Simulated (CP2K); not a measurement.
Runs of CP2K 2026.2 on Pb. Symmetry: Fm-3m, No. 225, cubic system. The conventional cell has a = 4.950 Å, b = 4.950 Å, c = 4.950 Å, α = 90.00°, β = 90.00°, γ = 90.00°. Around Pb (site symmetry m-3m) lie 12 Pb at 3.50 Å. 

```csv
level,gap on the mesh (eV),pressure (GPa)
LDA,none,2.8
PBEsol,none,2.5
PW91,none,3.6
revPBE,none,(a)
WC,none,2.8
MS2,none,4.3
```

Alike in all rows: task atomic charges; potentials or basis POTENTIAL_UZH Pb GTH-PBE-q4; TZVP-MOLOPT-PBE-GTH basis; no spin polarisation; cell as given; k mesh 9 × 9 × 9; smearing fermi-dirac 0.05 eV.

Problem. Fill in the values left out.

Solution. (a) 3.3.

Caveats: the potentials were made for another functional, which shifts forces and pressure; the basis of atomic orbitals isn't converged, which shifts pressures, moduli and gaps.

A k mesh can miss the band edges, and the runs leave out spin-orbit coupling on Pb.

A gap of «none» marks a metal or a gap under the smearing width.

Runs at the PBE level aren't shown here.
